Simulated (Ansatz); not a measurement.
AlSb:
```xyz
2
Lattice="0.0000 3.0886 3.0886 3.0886 0.0000 3.0886 3.0886 3.0886 0.0000" Properties=species:S:1:pos:R:3 pbc="T T T"
Sb     4.6330     4.6330     4.6330
Al     0.0000     0.0000     0.0000
```

DFT-r²SCAN in the program Ansatz with PAW potentials gives a gap of 1.50 eV without spin–orbit coupling, maximum at Γ, minimum on the Γ–X line, 88 % of the way from Γ.

**Question.** What happens when spin–orbit coupling is switched on?

**Answer.** The gap decreases by 0.21 eV, to 1.29 eV; maximum at Γ, minimum on the Γ–X line, 88 % of the way from Γ.

**Question.** How large is the spin–orbit splitting of the valence top at Γ?

**Answer.** The fourfold level lies 0.66 eV above the split-off pair.

Space group F-43m (zinc blende). Symmetry was held in the r²SCAN relaxation; of distortions, only those at the zone centre were tested.

Potentials: the later of the program's two PAW sets.
